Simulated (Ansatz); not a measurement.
F2 on a (100) slab of Si$_{3}$N$_{4}$ (P6_3/m (No. 176)), 10 planes, outer planes Si (top) and Si (bottom), its top face closed with F (H on the anions), its bottom face closed with F (H on the anions), 1 a cell of 44.4 Å², relaxed and still whole (its atoms last):

```yaml
crystal:
  lattice:
    - [5.82262, 0.00000, 0.00000]
    - [0.00000, 7.61924, 0.00000]
    - [0.00000, 0.00000, 26.58356]
  atoms:
    - { symbol: Si, position: [0.37500, 0.52904, 0.36155] }
    - { symbol: Si, position: [0.87500, 0.52904, 0.36155] }
    - { symbol: N, position: [0.12500, 0.00000, 0.37964] }
    - { symbol: N, position: [0.62500, 0.00000, 0.37964] }
    - { symbol: N, position: [0.12500, 0.63509, 0.38049] }
    - { symbol: N, position: [0.62500, 0.63509, 0.38049] }
    - { symbol: N, position: [0.37500, 0.32009, 0.38790] }
    - { symbol: N, position: [0.87500, 0.32009, 0.38790] }
    - { symbol: Si, position: [0.12500, 0.20984, 0.40476] }
    - { symbol: Si, position: [0.62500, 0.20984, 0.40476] }
    - { symbol: Si, position: [0.12500, 0.81920, 0.41917] }
    - { symbol: Si, position: [0.62500, 0.81920, 0.41917] }
    - { symbol: N, position: [0.37500, 0.81500, 0.45496] }
    - { symbol: N, position: [0.87500, 0.81500, 0.45496] }
    - { symbol: N, position: [0.12446, 0.18379, 0.46956] }
    - { symbol: N, position: [0.62458, 0.18532, 0.46948] }
    - { symbol: Si, position: [0.37465, 0.17751, 0.50577] }
    - { symbol: Si, position: [0.87453, 0.17760, 0.50583] }
    - { symbol: Si, position: [0.37510, 0.78331, 0.52011] }
    - { symbol: Si, position: [0.87472, 0.78316, 0.52007] }
    - { symbol: N, position: [0.12490, 0.67255, 0.53674] }
    - { symbol: N, position: [0.62487, 0.67217, 0.53669] }
    - { symbol: N, position: [0.37473, 0.35832, 0.54566] }
    - { symbol: N, position: [0.87474, 0.35840, 0.54567] }
    - { symbol: N, position: [0.37455, 0.99378, 0.54336] }
    - { symbol: N, position: [0.87410, 0.99372, 0.54335] }
    - { symbol: Si, position: [0.12473, 0.46480, 0.56309] }
    - { symbol: Si, position: [0.62475, 0.46462, 0.56322] }
    - { symbol: F, position: [0.37505, 0.51060, 0.30153] }
    - { symbol: F, position: [0.87496, 0.51065, 0.30152] }
    - { symbol: H, position: [0.13530, 0.98130, 0.34194] }
    - { symbol: H, position: [0.63529, 0.98132, 0.34194] }
    - { symbol: H, position: [0.39691, 0.01347, 0.58110] }
    - { symbol: H, position: [0.85303, 0.01058, 0.58118] }
    - { symbol: F, position: [0.12466, 0.48755, 0.62264] }
    - { symbol: F, position: [0.62454, 0.48807, 0.62276] }
    - { symbol: F, position: [0.60048, 0.10394, 0.64046] }
    - { symbol: F, position: [0.64170, 0.89897, 0.64267] }
```

Level of theory: DFT PBE+D3(BJ), scalar-relativistic, plane waves, PAW in Ansatz 0.2.0. Settings: cutoff 420 eV, Γ-centred mesh 3×2×1 on the computed 38-atom cell, Gaussian smearing of 0.05 eV; no spin polarisation. The cell repeats along c with a dipole correction in the vacuum.

It binds with 0.24 eV a molecule against the clean slab and the free molecule (no zero-point or thermal terms); its shortest contact is F–H 2.09 Å. Take first-order desorption with no barrier to adsorption, no reaction on the face and an assumed prefactor of 10^13 s⁻¹.

Problem. How long does a molecule stay at 573 K?

Solution. τ = ν⁻¹·exp(E/k_BT) with k_BT = 0.0494 eV: E/k_BT = 4.9, so τ ≈ 1×10^-11 s. At about one hit a site a second (10⁻⁶ mbar) the coverage is near τ × 1 s⁻¹, so a layer needs more than atmospheric pressure.

Problem. Where does its peak lie in a desorption experiment heated at 2 K/s?

Solution. The peak obeys E/(k_B·T_p²) = (ν/β)·exp(−E/k_BT_p). Solving gives T_p ≈ 92 K (E/k_BT_p = 30.3). An error of 0.1 eV in E moves it by about 38 K, and larger molecules have larger prefactors, which lowers it.

Problem. Is this physisorption or chemisorption?

Solution. The tightest contact, F–Si 3.43 Å, is 2.04 times the sum of covalent radii, and deformation and lateral interaction add up to +0.39 eV; about 0.13 e cross the plane between them. It lies between the two: closer or more distorted than a van der Waals contact, longer than a covalent bond.